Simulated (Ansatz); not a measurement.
Si2Mo: single point with PBE

Si2Mo:

```
CELL_PARAMETERS angstrom
4.53962 0.00000 0.00000
-2.26981 3.97113 0.00000
0.00000 0.00000 6.57976
ATOMIC_POSITIONS crystal
Mo 0.50000 0.50000 0.83333
Mo 0.00000 0.50000 0.16667
Mo 0.50000 0.00000 0.50000
Si 0.16387 0.32775 0.50000
Si 0.67225 0.83613 0.16667
Si 0.83613 0.16387 0.83333
Si 0.83613 0.67225 0.50000
Si 0.32775 0.16387 0.16667
Si 0.16387 0.83613 0.83333
```

The cell comes from a database or a generator and needn't be the stable form of this composition.

The cell isn't the ideal one: strained by -1 %.

```
Program             : Ansatz 0.2.0
Task                : single point
Functional          : PBE
Potentials or basis : Ansatz PAW
Cutoff              : 420 eV (not typed: the program's choice for these potentials)
k mesh              : 5 × 5 × 3
Occupations         : fermi-dirac, width 0.05 eV
Spin                : no spin polarisation
```

```
Pressure               : 5.7 GPa
Largest force          : 0.027 eV/Å
Band gap on the k mesh : 0.64 eV, indirect (least direct gap 0.92 eV)
```

Forces on the atoms (eV/Å):
```
Mo   0.000  0.000  0.001
Mo   0.000  0.000 -0.001
Mo   0.000  0.000  0.000
Si   0.000  0.009  0.000
Si  -0.023 -0.012 -0.004
Si  -0.023  0.012  0.004
Si   0.000 -0.009  0.000
Si   0.023  0.012 -0.004
Si   0.023 -0.012  0.004
```

Stress tensor (GPa, compression positive):
```
8.12 0.00 0.00
0.00 4.48 0.00
0.00 0.00 4.63
```

Levels at points of the mesh, in eV from the valence-band top:
```
           k point  band 31  band 32  band 33  band 34  band 35  band 36
(0.00, 0.00, 0.00)    -2.34    -1.71    -0.47     2.40     2.75     2.79
```

Run time: 2.5 s on 4 threads of Arm Neoverse V1 (shared host), peak memory 0.42 GiB.

Caveat: odd divisions of the mesh miss points on the zone boundary, where band edges often lie, so the gap on the mesh can be too wide. A k mesh can miss the band edges.
